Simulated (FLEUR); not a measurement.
# SnTe (Fm-3m) in FLEUR: notebook

Runs on SnTe. Level: PBEsol. Tasks: single point.

All numbers are computed with FLEUR MaX-R8.1 (later development tree); they aren't measurements. Logs are shortened: lines on timing, memory, paths and dates and some standing lists are left out, and cuts for length are marked.

## 1. The structure

The structure is cubic, space group Fm-3m (No. 225). The conventional cell has a = 6.302 Å, b = 6.302 Å, c = 6.302 Å, α = 90.00°, β = 90.00°, γ = 90.00°. Te (site symmetry m-3m) has 6 Sn at 3.15 Å as nearest neighbours. Sn (site symmetry m-3m) has 6 Te at 3.15 Å as nearest neighbours.

## 2. Single point, PBEsol

inp.xml reads:

```xml
<?xml version="1.0" encoding="UTF-8" standalone="no"?>
<fleurInput fleurInputVersion="0.39">
   <comment>
      SnTe                                                                                                
   </comment>
   <calculationSetup>
      <cutoffs Kmax="4.1" Gmax="12.7" GmaxXC="12.7" numbands="0"/>
      <scfLoop itmax="60" minDistance="0.00001" maxIterBroyd="15" imix="Anderson" alpha="0.05" precondParam="0.0" spinf="2.0" sdNocoIR="T"/>
      <coreElectrons ctail="T" frcor="F" kcrel="0" coretail_lmax="0"/>
      <xcFunctional name="PBEs" relativisticCorrections="F"/>
      <magnetism jspins="1"/>
      <soc l_soc="F" theta="0.0" phi="0.0" spav="F"/>
      <expertModes spex="0" secvar="F"/>
      <geometryOptimization l_f="T" forcealpha="1.0" forcemix="BFGS" epsdisp="0.0005" epsforce="0.0002"/>
      <ldaU l_linMix="F" mixParam="0.05" spinf="1.0"/>
   </calculationSetup>
   <cell>
      <bzIntegration valenceElectrons="44.0" mode="hist" fermiSmearingEnergy="0.00183747">
         <kPointListSelection listName="default-1"/>
         <!-- k-points included here -->
         <xi:include xmlns:xi="http://www.w3.org/2001/XInclude" href="kpts.xml"> </xi:include>
      </bzIntegration>
      <!-- symmetry operations included here -->
      <xi:include xmlns:xi="http://www.w3.org/2001/XInclude" href="sym.xml"> </xi:include>
      <bulkLattice scale="1.0">
         <bravaisMatrix>
            <row-1>    0.0000000000000000     5.9542435596959100     5.9542435596959100</row-1>
            <row-2>    5.9542435596959100     0.0000000000000000     5.9542435596959100</row-2>
            <row-3>    5.9542435596959100     5.9542435596959100     0.0000000000000000</row-3>
         </bravaisMatrix>
      </bulkLattice>
   </cell>
   <atomSpecies>
      <species name="Tellurium (Te)" element="Te" atomicNumber="52">
         <mtSphere radius="2.66" gridPoints="879" logIncrement="0.015"/>
         <atomicCutoffs lmax="10" lnonsphr="10"/>
         <electronConfig flipSpins="F">
            <coreConfig>(1s1/2) (2s1/2) (2p1/2) (2p3/2) (3s1/2) (3p1/2) (3p3/2) (4s1/2) (3d3/2) (3d5/2)</coreConfig>
            <valenceConfig>(4p1/2) (4p3/2) (5s1/2) (4d3/2) (4d5/2) (5p1/2) (5p3/2)</valenceConfig>
            <stateOccupation state="(5p1/2)" spinUp="0.666667" spinDown="0.666667"/>
            <stateOccupation state="(5p3/2)" spinUp="1.333333" spinDown="1.333333"/>
         </electronConfig>
         <energyParameters s="5" p="5" d="5" f="4"/>
         <lo type="SCLO" l="1" n="4" eDeriv="0"/>
         <lo type="SCLO" l="1" n="4" eDeriv="1"/>
         <lo type="SCLO" l="2" n="4" eDeriv="0"/>
         <lo type="SCLO" l="2" n="4" eDeriv="1"/>
         <lo type="SCLO" l="0" n="5" eDeriv="2"/>
         <lo type="SCLO" l="3" n="4" eDeriv="2"/>
      </species>
      <species name="Tin (Sn)" element="Sn" atomicNumber="50">
         <mtSphere radius="2.66" gridPoints="879" logIncrement="0.015"/>
         <atomicCutoffs lmax="10" lnonsphr="10"/>
         <electronConfig flipSpins="F">
            <coreConfig>(1s1/2) (2s1/2) (2p1/2) (2p3/2) (3s1/2) (3p1/2) (3p3/2) (3d3/2) (3d5/2)</coreConfig>
            <valenceConfig>(4s1/2) (4p1/2) (4p3/2) (5s1/2) (4d3/2) (4d5/2) (5p1/2) (5p3/2)</valenceConfig>
            <stateOccupation state="(5p1/2)" spinUp="0.333333" spinDown="0.333333"/>
            <stateOccupation state="(5p3/2)" spinUp="0.666667" spinDown="0.666667"/>
         </electronConfig>
         <energyParameters s="5" p="5" d="4" f="4"/>
         <lo type="SCLO" l="0" n="4" eDeriv="0"/>
         <lo type="SCLO" l="1" n="4" eDeriv="0"/>
         <lo type="SCLO" l="1" n="4" eDeriv="1"/>
         <lo type="SCLO" l="2" n="4" eDeriv="2"/>
         <lo type="SCLO" l="3" n="4" eDeriv="2"/>
      </species>
   </atomSpecies>
   <atomGroups>
      <atomGroup species="Tellurium (Te)">
         <relPos label="                   1">1.000/2.000 1.000/2.000 1.000/2.000</relPos>
         <force calculate="T" relaxXYZ="TTT"/>
      </atomGroup>
      <atomGroup species="Tin (Sn)">
         <relPos label="                   2">.0000000000 .0000000000 .0000000000</relPos>
         <force calculate="T" relaxXYZ="TTT"/>
      </atomGroup>
   </atomGroups>
   <output dos="F" band="F" slice="F">
      <checks vchk="F" cdinf="F"/>
      <bandDOS minEnergy="-.5*Htr" maxEnergy="0.5*Htr" sigma="0.015" storeEVData="T"/>
      <vacuumDOS vacdos="F" integ="F" star="F" nstars="0" locx1="0.0" locy1="0.0" locx2="0.0" locy2="0.0" nstm="0" tworkf="0.0"/>
      <unfoldingBand unfoldBand="F" supercellX="1" supercellY="1" supercellZ="1"/>
      <plotting iplot="0" polar="F">
         <plot TwoD="T" vec1="  1.0  0.0  0.0" vec2="  0.0  1.0  0.0" vec3="  0.0  0.0  1.0" zero="  0.0  0.0  0.0" file="plot"/>
      </plotting>
      <chargeDensitySlicing numkpt="0" minEigenval="0.0" maxEigenval="0.0" nnne="0" pallst="F"/>
      <specialOutput eonly="F"/>
      <moessbauerParams electricFieldGradient="T" isomerShift="T" coreHyperfine="T" valenceHyperfine="T"/>
      <magneticCircularDichroism mcd="F" energyLo="-10.0" energyUp="0.0"/>
   </output>
  <!-- We include the file relax.xml here to enable relaxations (see documentation) -->
  <xi:include xmlns:xi="http://www.w3.org/2001/XInclude" href="relax.xml"> <xi:fallback/> </xi:include>
</fleurInput>
```

crystal.txt reads:

```
SnTe
&input cartesian=F /
0.0000000000  3.1508500000  3.1508500000
3.1508500000  0.0000000000  3.1508500000
3.1508500000  3.1508500000  0.0000000000
1.8897261246
1.0 1.0 1.0

2
52 0.5000000000  0.5000000000  0.5000000000
50 0.0000000000  0.0000000000  0.0000000000

&kpt div1=7 div2=7 div3=7 gamma=T /
```

Potentials or basis: all-electron, FLAPW.

Launch:

```console
inpgen -f crystal.txt -profile fastHighL
# inp.xml edited to the form shown
fleur_MPI
```

The program printed:

```text
Welcome to FLEUR        (www.flapw.de)
      MaX-Release 8.1          (www.max-centre.eu)

 ========== k-point set info ==========
 Selected k-point list: default-1
 k-point list type: mesh
 7 x 7 x 7
 Number of k points: 20

 ------------Calculation Setup---------------------------
 Number of MPI-tasks      :            1
 Number of PE/node        :            1
 Number of OMP-threads    :            1
 Most efficient MPI parallelization for:
           1           2           4           5          10          20
 Additional eigenvalue parallelization possible
 Number of basis functions:          615
 Approximate size of matrices (H+S) per k-point:         0.006 GB
 --------------------------------------------------------
 Iteration:     1   Distance:       4.61712961 me/bohr^3
 Iteration:     2   Distance:       4.32016934 me/bohr^3
 Iteration:     3   Distance:       1.76371897 me/bohr^3
 Iteration:     4   Distance:       0.61995798 me/bohr^3
 Iteration:     5   Distance:       0.49882313 me/bohr^3
 Iteration:     6   Distance:       0.05586019 me/bohr^3
 Iteration:     7   Distance:       0.02986176 me/bohr^3
 Iteration:     8   Distance:       0.01470931 me/bohr^3
 Iteration:     9   Distance:       0.00237390 me/bohr^3
 Iteration:    10   Distance:       0.00180559 me/bohr^3
 Iteration:    11   Distance:       0.00020591 me/bohr^3
 Iteration:    12   Distance:       0.00001572 me/bohr^3
 Iteration:    13   Distance:       0.00001651 me/bohr^3
 Iteration:    14   Distance:       0.00000085 me/bohr^3

 ********************************************************************
 Run finished successfully
 Stop message:
   Structural relaxation: Done
 ********************************************************************
```

out.xml (last iteration):

```text
<iteration numberForCurrentRun="   15" overallNumber="   15">
         <energyParameters units="Htr">
            <atomicEP atomType="1" spin="1" branch="5s" branchLowest="-5.61" branchHighest="0.29" value="-0.1764076168"/>
            <atomicEP atomType="1" spin="1" branch="5p" branchLowest="-3.78" branchHighest="0.92" value="0.1238945732"/>
            <atomicEP atomType="1" spin="1" branch="5d" branchLowest="-1.10" branchHighest="2.02" value="0.3718228450"/>
            <atomicEP atomType="1" spin="1" branch="4f" branchLowest="-9.99" branchHighest="1.52" value="0.5300225382"/>
            <loAtomicEP atomType="1" spin="1" branch="4p" branchLowest="-29.08" branchHighest="-3.78" value="-3.7877230325"/>
            <loAtomicEP atomType="1" spin="1" branch="4p" branchLowest="-29.08" branchHighest="-3.78" value="-3.7877230325"/>
            <loAtomicEP atomType="1" spin="1" branch="4d" branchLowest="-20.14" branchHighest="-1.10" value="-1.1068472644"/>
            <loAtomicEP atomType="1" spin="1" branch="4d" branchLowest="-20.14" branchHighest="-1.10" value="-1.1068472644"/>
            <loAtomicEP atomType="1" spin="1" branch="5s" branchLowest="-5.61" branchHighest="0.29" value="-0.1764076168"/>
            <loAtomicEP atomType="1" spin="1" branch="4f" branchLowest="-9.99" branchHighest="1.52" value="0.5300226525"/>
            <atomicEP atomType="2" spin="1" branch="5s" branchLowest="-4.51" branchHighest="0.63" value="-0.0335761102"/>
            <atomicEP atomType="2" spin="1" branch="5p" branchLowest="-2.89" branchHighest="1.24" value="0.1910791232"/>
            <atomicEP atomType="2" spin="1" branch="4d" branchLowest="-16.98" branchHighest="-0.52" value="-0.5362881452"/>
            <atomicEP atomType="2" spin="1" branch="4f" branchLowest="-9.99" branchHighest="1.76" value="0.5482239908"/>
            <loAtomicEP atomType="2" spin="1" branch="4s" branchLowest="-30.62" branchHighest="-4.51" value="-4.5148607299"/>
            <loAtomicEP atomType="2" spin="1" branch="4p" branchLowest="-25.25" branchHighest="-2.89" value="-2.8998906446"/>
            <loAtomicEP atomType="2" spin="1" branch="4p" branchLowest="-25.25" branchHighest="-2.89" value="-2.8998906446"/>
            <loAtomicEP atomType="2" spin="1" branch="4d" branchLowest="-16.98" branchHighest="-0.52" value="-0.5490356607"/>
            <loAtomicEP atomType="2" spin="1" branch="4f" branchLowest="-9.99" branchHighest="1.76" value="0.5482257731"/>
         </energyParameters>
         <eigenvalues>
            <eigenvaluesAt spin="1" ikpt="1" k_x="0.00000000" k_y="0.00000000" k_z="0.00000000">
                      -4.5148596876       -3.7761100203       -3.7761100203       -3.7761100203       -2.8913861444
                      -2.8913861444       -2.8913861444       -1.1101000095       -1.1101000095       -1.1099289084
                      -1.1099289084       -1.1099289084       -0.5513120051       -0.5513120051       -0.5510663851
                      -0.5510663851       -0.5510663851       -0.2210201656        0.0769204645        0.1719596313
                       0.1719596313        0.1719596313        0.3728742880        0.3728742880        0.3728742880
                       0.4248241952        0.4248241952        0.4248241952        0.4959178823        0.5053097714
                       0.5053097714        0.5399282260        0.9208121748        0.9208121748
[... 77 lines left out ...]
            <coreIsomerShift atomType="2" isTotal="193344.85133">
               <shell n="1" l="0" isomerShift="169102.89231"/>
               <shell n="2" l="0" isomerShift="19816.46467"/>
               <shell n="2" l="1" isomerShift="477.18442"/>
               <shell n="3" l="0" isomerShift="3848.21857"/>
               <shell n="3" l="1" isomerShift="100.09134"/>
               <shell n="3" l="2" isomerShift="0.00002"/>
            </coreIsomerShift>
            <isomerShift atomType="1" nucleusRadius="0.0001189" averageDensity="231972.06563"/>
            <isomerShift atomType="2" nucleusRadius="0.0001161" averageDensity="194205.37194"/>
            <electricFieldGradient atomType="1" VXX="0.00000" VYY="0.00000" VZZ="0.00000" asymParam="0.00000">
            </electricFieldGradient>
            <electricFieldGradient atomType="2" VXX="0.00000" VYY="0.00000" VZZ="0.00000" asymParam="0.00000">
            </electricFieldGradient>
         </moessbauerParams>
         <totalEnergy                                    value="   -12970.3273225938" units="Htr">
            <sumOfEigenvalues                            value="    -7854.3498138034">
               <coreElectrons value="-7789.2049785190"/>
               <valenceElectrons value="-65.1448352844"/>
            </sumOfEigenvalues>
            <densityCoulombPotentialIntegral value="-21097.8447106029"/>
            <densityEffectivePotentialIntegral value="-21539.3953474803"/>
            <chargeDenXCDenIntegral value="-335.8126388362"/>
            <FockExchangeEnergyValence value="0.0000000000"/>
            <FockExchangeEnergyCore value="0.0000000000"/>
            <atomTypeDependentContributions atomType="1">
               <electronNucleiInteractionDifferentMTs value="8239.3585313905"/>
               <MadelungTerm value="-24.2340526368"/>
            </atomTypeDependentContributions>
            <atomTypeDependentContributions atomType="2">
               <electronNucleiInteractionDifferentMTs value="7484.1382970746"/>
               <MadelungTerm value="-22.9069810313"/>
            </atomTypeDependentContributions>
            <tkbTimesEntropy value="0.0000017067"/>
            <freeEnergy value="-12970.3273243005"/>
            <extrapolationTo0K value="-12970.3273234472"/>
         </totalEnergy>
         <totalForcesOnRepresentativeAtoms units="Htr/bohr">
            <forceTotal atomType="1" x="5.954244" y="5.954244" z="5.954244" F_x="0.00000000" F_y="0.00000000" F_z="0.00000000"/>
            <forceTotal atomType="2" x="0.000000" y="0.000000" z="0.000000" F_x="0.00000000" F_y="0.00000000" F_z="0.00000000"/>
         </totalForcesOnRepresentativeAtoms>
      </iteration>
```

Wall time 70 s (1 thread of Arm Neoverse V1, shared host); peak memory 0.07 GiB.

What came out:

```yaml
Free_energy: -352940.5866 eV
Valence_electrons_inside_the_program's_atomic_spheres: Te 20.12; Sn 20.12 (radii Te 2.66, Sn 2.66 bohr)
```

Core levels (eV from the Fermi level):
| atom | levels |
| --- | --- |
| 1 Te | 1s1/2 -31587.1, 2s1/2 -4839.0, 2p1/2 -4534.1, 2p3/2 -4259.8, 3s1/2 -959.2, 3p1/2 -833.9, 3p3/2 -782.7, 4s1/2 -159.5, 3d3/2 -561.4, 3d5/2 -550.7 |
| 2 Sn | 1s1/2 -28976.6, 2s1/2 -4370.2, 2p1/2 -4082.5, 2p3/2 -3852.0, 3s1/2 -840.0, 3p1/2 -723.1, 3p3/2 -681.0, 3d3/2 -474.3, 3d5/2 -465.6 |

Caveat: this odd mesh misses L, where the gap lies, so gap, dielectric constants and Born charges aren't listed. Spin-orbit coupling is left out, which matters for the levels of Te.

## 3. Single point, PBEsol (atoms moved at random, drawn with an rms of 0.05 Å)

Changes to inp.xml since step 2:

```diff
@@ -69,3 +69,3 @@
       <atomGroup species="Tellurium (Te)">
-         <relPos label="                   1">1.000/2.000 1.000/2.000 1.000/2.000</relPos>
+         <relPos label="                   1">-.4895880000 .4941380000 -.4941000000</relPos>
          <force calculate="T" relaxXYZ="TTT"/>
@@ -73,3 +73,3 @@
       <atomGroup species="Tin (Sn)">
-         <relPos label="                   2">.0000000000 .0000000000 .0000000000</relPos>
+         <relPos label="                   2">.0035920000 -.0098350000 -.0035280000</relPos>
          <force calculate="T" relaxXYZ="TTT"/>
```

Changes to crystal.txt since step 2:

```diff
@@ -9,4 +9,4 @@
 2
-52 0.5000000000  0.5000000000  0.5000000000
-50 0.0000000000  0.0000000000  0.0000000000
+52 0.5104120000  0.4941380000  0.5059000000
+50 0.0035920000  -0.0098350000  -0.0035280000
```

Potentials or basis: all-electron, FLAPW.

Launch:

```console
inpgen -f crystal.txt -profile fastHighL
# inp.xml edited to the form shown
fleur_MPI
```

It took 22 min on 1 thread of Arm Neoverse V1, shared host; peak memory 0.28 GiB.

The run converged. Its results:

| Item | Value |
| --- | --- |
| Free energy | -352940.5863 eV |
| Largest force | 0.010 eV/Å |
| Band gap on the k mesh | 0.67 eV, direct |
| Valence electrons inside the program's atomic spheres | Te 20.13; Sn 20.12 (radii Te 2.66, Sn 2.66 bohr) |

Forces in eV/Å, atoms in the order of the input:
```
Te  -0.006 -0.007 -0.004
Sn   0.006  0.007  0.004
```

Levels at points of the mesh, in eV from the valence-band top:
```
           k point  band 19  band 20  band 21  band 22  band 23  band 24  band 25  band 26
(0.00, 0.00, 0.00)    -4.43    -1.86    -1.86    -1.84     3.57     3.60     3.61     5.04
```

Core levels (eV from the Fermi level):
```tsv
atom	levels
1 Te	1s1/2 -31587.1, 2s1/2 -4839.0, 2p1/2 -4534.1, 2p3/2 -4259.8, 3s1/2 -959.2, 3p1/2 -833.9, 3p3/2 -782.7, 4s1/2 -159.5, 3d3/2 -561.4, 3d5/2 -550.7
2 Sn	1s1/2 -28976.6, 2s1/2 -4370.2, 2p1/2 -4082.5, 2p3/2 -3852.0, 3s1/2 -840.0, 3p1/2 -723.1, 3p3/2 -681.0, 3d3/2 -474.3, 3d5/2 -465.6
```

Caveat: spin-orbit coupling is left out, which moves the levels of the heavy elements; an odd mesh through Γ misses points on the zone boundary, where band edges often lie.
